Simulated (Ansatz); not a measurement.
Runs of Ansatz 0.2.0 on ZrSe2. Symmetry: P-3m1, No. 164, trigonal system. The conventional cell has a = 3.798 Å, b = 3.798 Å, c = 6.192 Å, α = 90.00°, β = 90.00°, γ = 120.00°. Around Zr (site symmetry -3m) lie 6 Se at 2.68 Å. Around Se (site symmetry 3m) lie 3 Zr at 2.68 Å. 

```csv
task,level,potentials or basis,U,k mesh,cutoff (eV),points for each segment of the path,hubbard projectors,double counting,gap on the mesh (eV),pressure (GPa),V0 of scaled cells (Å³/atom),B0 (GPa),largest force (eV/Å)
equation of state,BLYP+D4,Ansatz PAW,-,8 × 8 × 5,420,-,-,-,-,-,26.38,77,-
band structure,PBEsol,Ansatz PAW,-,8 × 8 × 5,420,14,-,-,0.36,(d),-,-,(b)
band structure,LDA+U,Ansatz PAW,Zr d U = 6.2 eV,8 × 8 × 5,420,14,ortho-atomic (the default),fll (the default),(c),2.6,-,-,(a)
equation of state,RPBE,Ansatz PAW,-,8 × 8 × 5,420,-,-,-,-,-,27.14,70,-
band structure,PBE,Ansatz PAW earlier set,-,8 × 8 × 5,580,14,-,-,0.41,1.9,-,-,0.29
band structure,PBE,PseudoDojo stringent (PBE files),-,8 × 8 × 5,1415,14,-,-,0.41,2.0,-,-,0.29
single point,PBE,Ansatz PAW,-,5 × 5 × 3,420,-,-,-,0.45,2.1,-,-,0.26
```

Alike in all rows: no spin polarisation; cell as given; smearing fermi-dirac 0.05 eV.

Estimate the missing entries.

(a) 0.32; (b) 0.08; (c) 1.52; (d) -1.2.

Caveats: this functional lacks dispersion, which binds the layers, so the pressure and a relaxed spacing across them are unreliable (some runs); the potentials were made for another functional, which shifts forces and pressure (some runs); the cell was scaled at fixed shape and fractional positions, which overstates the stiffness of a crystal with free parameters, most of all of layers and chains (some runs); the PAW data sets come from PBE, with cores solved anew for the run's functional, which leaves a small shift of forces and pressure (some runs); odd divisions of the mesh miss points on the zone boundary, where band edges often lie, so the gap on the mesh can be too wide (some runs).

A k mesh can miss the band edges, and the runs leave out spin-orbit coupling on Se, Zr.

The runs don't all hold the same shells in valence.
